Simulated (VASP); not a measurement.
# SnTe (Fm-3m) in VASP: further runs

Runs on SnTe. Level: PBEsol. Tasks: single point, relaxation of cell and atoms.

All numbers are computed with VASP 6.6.1; they aren't measurements. Logs are shortened: lines on timing, memory, paths and dates and some standing lists are left out, and cuts for length are marked.

**Experimental background.**

From a printed reference work, textbook, for a bulk crystal of SnTe at 300 K: band gap 0.18 eV (direct).

The runs below are set against these values where they give the same quantity.

### 1 The cell of the first run

The structure is cubic, space group Fm-3m (No. 225). Conventional cell: a = 6.228 Å, b = 6.228 Å, c = 6.228 Å, α = 90.00°, β = 90.00°, γ = 90.00°. Within 4.1 Å of Sn (site symmetry m-3m) lie 6 Te at 3.11 Å. Within 4.1 Å of Te (site symmetry m-3m) lie 6 Sn at 3.11 Å.

### 2 Single point, PBEsol

Input file INCAR:

```
PREC     = Accurate       # precision mode
ENCUT    = 500            # plane-wave cutoff, eV
EDIFF    = 1E-6           # SCF threshold, eV
ISMEAR   = 0              # smearing method
SIGMA    = 0.1            # smearing width, eV
LREAL    = F              # projectors in reciprocal space
LASPH    = T              # aspherical terms in the spheres
NELM     = 120            # most SCF steps
ALGO     = Normal         # electronic algorithm
ISIF     = 2              # what is computed and relaxed
LWAVE    = F              # write WAVECAR
LCHARG   = T              # write CHGCAR
GGA      = PS             # functional
LELF     = T              # ELF
LVHAR    = T            
NBANDS   = 17             # bands
GGA_COMPAT= F
```

Input file KPOINTS:

```
regular mesh
0
Gamma
  6 6 6
```

Input file POSCAR:

```
SnTe
1.0
    0.0000000000      3.1139882984      3.1139882984
    3.1139882984      0.0000000000      3.1139882984
    3.1139882984      3.1139882984      0.0000000000
Sn Te
1 1
Direct
    0.0000000000      0.0000000000      0.0000000000
    0.5000000000      0.5000000000      0.5000000000
```

Potentials or basis: VASP PAW PBE potentials, release 64 (Sn_d, Te).

On the command line:

```
cat potpaw_PBE.64/Sn_d/POTCAR potpaw_PBE.64/Te/POTCAR > POTCAR
mpirun -np 1 vasp_std > vasp.out
```

OUTCAR:

```text
PREC = Accurate
   ENCUT = 500
   EDIFF = 1E-6
   ISMEAR = 0
   LREAL = F
   LASPH = T
   NELM = 120
   ISIF = 2
   GGA = PS

 ion  position               nearest neighbor table
   1  0.000  0.000  0.000-   2 3.11   2 3.11   2 3.11   2 3.11   2 3.11   2 3.11
   2  0.500  0.500  0.500-   1 3.11   1 3.11   1 3.11   1 3.11   1 3.11   1 3.11

  LATTYP: Found a face centered cubic cell.
 ALAT       =     6.2279765968

  Lattice vectors:

 A1 = (   0.0000000000,   3.1139882984,   3.1139882984)
 A2 = (   3.1139882984,   0.0000000000,   3.1139882984)
 A3 = (   3.1139882984,   3.1139882984,   0.0000000000)

Analysis of symmetry for initial positions (statically):
=====================================================================
 Subroutine PRICEL returns:
 Original cell was already a primitive cell.

 Routine SETGRP: Setting up the symmetry group for a
 face centered cubic supercell.

 Subroutine GETGRP returns: Found 48 space group operations
 (whereof 48 operations were pure point group operations)
 out of a pool of 48 trial point group operations.

The static configuration has the point symmetry O_h .

Analysis of symmetry for dynamics (positions and initial velocities):
=====================================================================
 Subroutine PRICEL returns:
 Original cell was already a primitive cell.

 Routine SETGRP: Setting up the symmetry group for a
 face centered cubic supercell.

 Subroutine GETGRP returns: Found 48 space group operations
 (whereof 48 operations were pure point group operations)
 out of a pool of 48 trial point group operations.

The dynamic configuration has the point symmetry O_h .

 Subroutine INISYM returns: Found 48 space group operations
 (whereof 48 operations are pure point group operations),
 and found     1 'primitive' translations

----------------------------------------------------------------------------------------

                                     Primitive cell

  volume of cell :      60.3922

  direct lattice vectors                    reciprocal lattice vectors
     0.000000000  3.113988298  3.113988298    -0.160565793  0.160565793  0.160565793
     3.113988298  0.000000000  3.113988298     0.160565793 -0.160565793  0.160565793
     3.113988298  3.113988298  0.000000000     0.160565793  0.160565793 -0.160565793

  length of vectors
     4.403844485  4.403844485  4.403844485     0.278108111  0.278108111  0.278108111

  position of ions in fractional coordinates (direct lattice)
     0.000000000  0.000000000  0.000000000
     0.500000000  0.500000000  0.500000000

  ion indices of the primitive-cell ions
   primitive index   ion index
                 1           1
                 2           2

----------------------------------------------------------------------------------------

 KPOINTS: regular mesh

Automatic generation of k-mesh.
 Grid dimensions read from file:
 generate k-points for:    6    6    6

 Generating k-lattice:

  Cartesian coordinates                     Fractional coordinates (reciprocal lattice)
    -0.026760965  0.026760965  0.026760965     0.166666667  0.000000000  0.000000000
     0.026760965 -0.026760965  0.026760965     0.000000000  0.166666667  0.000000000
     0.026760965  0.026760965 -0.026760965     0.000000000  0.000000000  0.166666667

  Length of vectors
     0.046351352  0.046351352  0.046351352

  Shift w.r.t. Gamma in fractional coordinates (k-lattice)
     0.000000000  0.000000000  0.000000000

 Subroutine IBZKPT returns following result:
 ===========================================

 Found     16 irreducible k-points:

 Following reciprocal coordinates:
            Coordinates               Weight
  0.000000  0.000000  0.000000      1.000000
  0.166667  0.000000  0.000000      8.000000
  0.333333  0.000000  0.000000      8.000000
  0.500000  0.000000  0.000000      4.000000
  0.166667  0.166667  0.000000      6.000000
  0.333333  0.166667  0.000000     24.000000
[... 8 lines left out ...]
 -0.333333  0.333333  0.166667     24.000000
 -0.333333  0.500000  0.166667     12.000000
   k-points           NKPTS =     16   k-points in BZ     NKDIM =     16   number of bands    NBANDS=     17
   number of dos      NEDOS =    301   number of ions     NIONS =      2
   total plane-waves  NPLWV =  32768
   dimension x,y,z NGX =    32 NGY =   32 NGZ =   32
   dimension x,y,z NGXF=    64 NGYF=   64 NGZF=   64
   ions per type =               1   1
   NGX,Y,Z   is equivalent  to a cutoff of  12.08, 12.08, 12.08 a.u.
   NGXF,Y,Z  is equivalent  to a cutoff of  24.16, 24.16, 24.16 a.u.
 SYSTEM =  unknown system
   PREC   = accura    normal or accurate (medium, high low for compatibility)
   ISTART =      0    job   : 0-new  1-cont  2-samecut
   ICHARG =      2    charge: 1-file 2-atom 10-const
   ISPIN  =      1    spin polarized calculation?
   LNONCOLLINEAR =      F non collinear calculations
   LSORBIT =      F    spin-orbit coupling
   LASPH  =      T    aspherical Exc in radial PAW
   ENCUT  =  500.0 eV  36.75 Ry    6.06 a.u.   8.03  8.03  8.03*2*pi/ulx,y,z
   NELM   =    120;   NELMIN=  2; NELMDL= -5     # of ELM steps
   EDIFF  = 0.1E-05   stopping-criterion for ELM
   LREAL  =      F    real-space projection
   EDIFFG = 0.1E-04   stopping-criterion for IOM
   NSW    =      0    number of steps for IOM
   IBRION =     -1    ionic relax: 0-MD 1-quasi-New 2-CG
   NFREE  =      0    steps in history (QN), initial steepest desc. (CG)
   ISIF   =      2    stress and relaxation
   ISYM   =      2    0-nonsym 1-usesym 2-fastsym
   POTIM  = 0.5000    time-step for ionic-motion
   TEBEG  =    0.0;   TEEND  =   0.0 temperature during run
   PSTRESS=    0.0 pullay stress
   NELECT =      20.0000    total number of electrons
   NUPDOWN=      -1.0000    fix difference up-down
   EMIN   =  10.00;   EMAX   =-10.00  energy-range for DOS
   EFERMI =   0.00;   METHOD = LEGACY
   ISMEAR =     0;   SIGMA  =   0.10  broadening in eV -4-tet -1-fermi 0-gaus
   EFERMI_NEDOS =   21; number of points for ismear=-14 and -15
   IALGO  =     38    algorithm
   IMIX   =      4    mixing-type and parameters
     AMIX     =   0.40;   BMIX     =  1.00
     AMIX_MAG =   1.60;   BMIX_MAG =  1.00
  volume/ion in A,a.u.               =      30.20       203.77
  Fermi-wavevector in a.u.,A,eV,Ry     =   1.132638  2.140376 17.454495  1.282869
  Thomas-Fermi vector in A             =   2.269340
   LORBIT       =      0    0 simple, 1 ext, 2 COOP (PROOUT), +10 PAW based schemes
   GGA     = PS    functional components
   LHFCALC =     F    Hartree Fock is set to
   AEXX    =    0.0000 exact exchange contribution
   IVDW    =     0    specifies the selected vdW correction
   LEPSILON=     F    determine dielectric tensor
   LRPA    =     F    only Hartree local field effects (RPA)
 non-spin polarized calculation
 Gauss-broadening in eV      SIGMA  =   0.10
  energy-cutoff  :      500.00
  volume of cell :       60.39
 maximum number of plane-waves:      1544
   NGX = 17   NGY = 17   NGZ = 17

 number of electron      20.0000006 magnetization

 Free energy of the ion-electron system (eV)
  ---------------------------------------------------
  ext. energy  EPLUGINS =         0.00000000
  ---------------------------------------------------
  free energy    TOTEN  =        -8.33308858 eV

  energy without entropy =       -8.33263951  energy(sigma->0) =       -8.33286405

 E-fermi :   7.2995     XC(G=0):  -9.8143

 val. band max:        7.1751745027   @ k =   0.5000   0.0000   0.0000
 cond. band min:       7.4244134508   @ k =   0.5000   0.0000   0.0000
 fundamental gap:      0.2492389482
 Fermi energy:         7.2994919185

 k-point     1 :       0.0000    0.0000    0.0000
  band No.  band energies     occupation
      1     -14.5671      2.00000
      2     -14.5671      2.00000
      3     -14.5576      2.00000
      4     -14.5576      2.00000
      5     -14.5576      2.00000
      6      -5.8371      2.00000
[... 9 lines left out ...]
     16      11.9036      0.00000
     17      13.8425      0.00000

 k-point     2 :       0.1667    0.0000    0.0000
  band No.  band energies     occupation
      1     -14.5685      2.00000
      2     -14.5685      2.00000
      3     -14.5572      2.00000
      4     -14.5558      2.00000
      5     -14.5558      2.00000
      6      -5.5920      2.00000
[... 9 lines left out ...]
     16      12.4821      0.00000
     17      15.7476      0.00000

 k-point     3 :       0.3333    0.0000    0.0000
  band No.  band energies     occupation
      1     -14.5717      2.00000
      2     -14.5717      2.00000
      3     -14.5563      2.00000
      4     -14.5516      2.00000
      5     -14.5516      2.00000
      6      -4.9472      2.00000
[... 9 lines left out ...]
     16      14.0494      0.00000
     17      18.0876      0.00000

 k-point     4 :       0.5000    0.0000    0.0000
  band No.  band energies     occupation
      1     -14.5735      2.00000
      2     -14.5735      2.00000
      3     -14.5559      2.00000
      4     -14.5494      2.00000
      5     -14.5494      2.00000
      6      -4.4559      2.00000
[... 9 lines left out ...]
     16      16.1253      0.00000
     17      16.1253      0.00000

 k-point     5 :       0.1667    0.1667    0.0000
  band No.  band energies     occupation
      1     -14.5719      2.00000
      2     -14.5657      2.00000
      3     -14.5588      2.00000
      4     -14.5545      2.00000
      5     -14.5545      2.00000
      6      -5.5113      2.00000
[... 9 lines left out ...]
     16      13.3961      0.00000
     17      14.4595      0.00000

 k-point     6 :       0.3333    0.1667    0.0000
  band No.  band energies     occupation
      1     -14.5760      2.00000
      2     -14.5668      2.00000
      3     -14.5583      2.00000
      4     -14.5517      2.00000
      5     -14.5507      2.00000
      6      -4.9991      2.00000
[... 9 lines left out ...]
     16      14.9274      0.00000
     17      16.4172      0.00000

 k-point     7 :       0.5000    0.1667    0.0000
  band No.  band energies     occupation
      1     -14.5770      2.00000
      2     -14.5702      2.00000
      3     -14.5556      2.00000
      4     -14.5506      2.00000
      5     -14.5485      2.00000
      6      -4.3910      2.00000
[... 9 lines left out ...]
     16      16.2039      0.00000
     17      16.7660      0.00000

 k-point     8 :      -0.3333    0.1667    0.0000
  band No.  band energies     occupation
      1     -14.5738      2.00000
      2     -14.5722      2.00000
      3     -14.5547      2.00000
      4     -14.5508      2.00000
      5     -14.5505      2.00000
      6      -4.5562      2.00000
[... 9 lines left out ...]
     16      15.3998      0.00000
     17      17.1854      0.00000
[... 43 lines left out ...]
      1     -14.5848      2.00000
      2     -14.5642      2.00000
      3     -14.5599      2.00000
      4     -14.5470      2.00000
      5     -14.5461      2.00000
      6      -4.2236      2.00000
[... 9 lines left out ...]
     16      16.7994      0.00000
     17      17.4916      0.00000

 k-point    12 :      -0.3333    0.3333    0.0000
  band No.  band energies     occupation
      1     -14.5801      2.00000
      2     -14.5685      2.00000
      3     -14.5551      2.00000
      4     -14.5501      2.00000
      5     -14.5477      2.00000
      6      -4.1410      2.00000
[... 9 lines left out ...]
     16      14.8530      0.00000
     17      17.3090      0.00000

 k-point    13 :       0.5000    0.5000    0.0000
  band No.  band energies     occupation
      1     -14.5890      2.00000
      2     -14.5623      2.00000
      3     -14.5615      2.00000
      4     -14.5446      2.00000
      5     -14.5446      2.00000
      6      -4.1171      2.00000
[... 9 lines left out ...]
     16      17.8574      0.00000
     17      18.4629      0.00000

 k-point    14 :       0.5000    0.3333    0.1667
  band No.  band energies     occupation
      1     -14.5793      2.00000
      2     -14.5674      2.00000
      3     -14.5573      2.00000
      4     -14.5500      2.00000
      5     -14.5482      2.00000
      6      -4.4820      2.00000
[... 9 lines left out ...]
     16      15.6128      0.00000
     17      16.3608      0.00000

 k-point    15 :      -0.3333    0.3333    0.1667
  band No.  band energies     occupation
      1     -14.5799      2.00000
      2     -14.5688      2.00000
      3     -14.5539      2.00000
      4     -14.5527      2.00000
      5     -14.5464      2.00000
      6      -4.1405      2.00000
[... 9 lines left out ...]
     16      17.1676      0.00000
     17      17.2481      0.00000

 k-point    16 :      -0.3333    0.5000    0.1667
  band No.  band energies     occupation
      1     -14.5843      2.00000
      2     -14.5655      2.00000
      3     -14.5581      2.00000
      4     -14.5492      2.00000
      5     -14.5446      2.00000
      6      -4.0450      2.00000
[... 9 lines left out ...]
     16      17.5059      0.00000
     17      18.4919      0.00000

------------------------ aborting loop because EDIFF is reached ----------------------------------------

  FORCE on cell =-STRESS in cart. coord.  units (eV):
  Direction    XX          YY          ZZ          XY          YZ          ZX
  --------------------------------------------------------------------------------------
  -------------------------------------------------------------------------------------
  Total        0.5484464      0.5484464      0.5484464      0.0000000     -0.0000000      0.0000000
  in kB       14.5500298     14.5500298     14.5500298      0.0000000     -0.0000000      0.0000000
  external PRESSURE =      14.5500298 kB  Pullay stress =       0.0000000 kB

 VOLUME and BASIS-vectors are now :
 -----------------------------------------------------------------------------
  energy-cutoff  :      500.00
  volume of cell :       60.39
      direct lattice vectors                 reciprocal lattice vectors
     0.000000000  3.113988298  3.113988298    -0.160565793  0.160565793  0.160565793
     3.113988298  0.000000000  3.113988298     0.160565793 -0.160565793  0.160565793
     3.113988298  3.113988298  0.000000000     0.160565793  0.160565793 -0.160565793

 POSITION                                       TOTAL-FORCE (eV/Angst)
 -----------------------------------------------------------------------------------
      0.00000      0.00000      0.00000        -0.000000     -0.000000      0.000000
      3.11399      3.11399      3.11399         0.000000      0.000000     -0.000000
 -----------------------------------------------------------------------------------
    total drift:                                0.000000     -0.000000     -0.000000

  FREE ENERGIE OF THE ION-ELECTRON SYSTEM (eV)
  ---------------------------------------------------
  free  energy   TOTEN  =        -8.3330885825 eV

  energy  without entropy=       -8.3326395085  energy(sigma->0) =       -8.33286405
```

Wall time 12 s (1 thread of Intel Xeon 6975P-C, shared host); peak memory 0.17 GiB.

Results:

| Property | Result |
| --- | --- |
| Free energy | -8.3331 eV |
| Pressure | 1.5 GPa |
| Band gap on the k mesh | 0.25 eV, direct |

Caveat: the PAW data sets were made with another functional, which shifts forces and pressure a little; spin-orbit coupling is left out, which moves the levels of the heavy elements.

(Part 1 of 2 ends here.)
